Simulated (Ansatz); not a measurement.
# VN (rocksalt type): the cost of one run

Computed with Ansatz 0.2.0 (DFT, PBE, PAW with Ansatz's default frozen-core files, scalar-relativistic, unless a step's input says otherwise).

### 1 The starting structure

The structure is cubic, space group Fm-3m (No. 225). The conventional cell has a = 4.309 Å, b = 4.309 Å, c = 4.309 Å, α = 90.00°, β = 90.00°, γ = 90.00°. V (site symmetry m-3m) has 6 N at 2.15 Å as nearest neighbours. N (site symmetry m-3m) has 6 V at 2.15 Å as nearest neighbours.

Structure file:

```
CELL_PARAMETERS angstrom
0.00000 2.15443 2.15443
2.15443 0.00000 2.15443
2.15443 2.15443 0.00000
ATOMIC_POSITIONS crystal
V 0.00000 0.00000 0.00000
N 0.50000 0.50000 0.50000
```

Whether this phase is the stable one at these pressures isn't tested.

Atoms are numbered in the order of the input: V1, N2.

### 2 Cell relaxed at zero pressure, PAW

Input file input.yaml:

```yaml
crystal:
  lattice:
    - [0.0, 2.15443469, 2.15443469]
    - [2.15443469, 0.0, 2.15443469]
    - [2.15443469, 2.15443469, 0.0]
  atoms:
    - { symbol: V, position: [0.0, 0.0, 0.0] }
    - { symbol: "N", position: [0.5, 0.5, 0.5] }
kpoints:
  mp_grid: { grid: [17, 17, 17] }
scf:
  occupations: { method: fermi_dirac, width: 0.05 }
hamiltonian:
  xc: pbe
  pseudopotentials: { kind: paw }
output:
  forces: true
  stress: true
relax:
  f_tol: 0.005
  max_steps: 40
  cell: {}
```

Launch:

```bash
ansatz run input.yaml --threads 1 --pin off --max-ram 2048MiB --backend cpu --events-out ev --progress --plain --runs-dir out
```

What time and memory should one allow on 1 thread of Intel Xeon 6975P-C (Granite Rapids), shared host?

About 10 s, with a peak of 0.42 GiB.
